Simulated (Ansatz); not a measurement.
The system is MnAs.

```
CELL_PARAMETERS angstrom
3.71000 0.00000 0.00000
-1.85500 3.21295 0.00000
0.00000 0.00000 5.69100
ATOMIC_POSITIONS crystal
As 0.66667 0.33333 0.75000
As 0.33333 0.66667 0.25000
Mn 0.00000 0.00000 0.50000
Mn 0.00000 0.00000 0.00000
```

Base run:

```yaml
Program: Ansatz 0.2.0
Functional: PBEsol
Potentials_or_basis: Ansatz PAW
Cutoff: "420 eV (not typed: the program's choice for these potentials)"
k_mesh: 8 × 8 × 5
Occupations: fermi-dirac, width 0.05 eV
Spin: no spin polarisation
```

Its results: band gap on the k mesh none (metal or under the smearing width); pressure -24.3 GPa.

**Question.** The run is repeated on the same cell with these changes: spin from no spin polarisation to collinear spin, random start. What comes out?

**Answer.** Band gap on the k mesh none (metal or under the smearing width); pressure -8.7 GPa; net moment -6.23 μB per cell; site moments As +0.12; Mn -3.12 μB.

Caveats: the PAW data sets come from PBE, with cores solved anew for the run's functional, which leaves a small shift of forces and pressure.
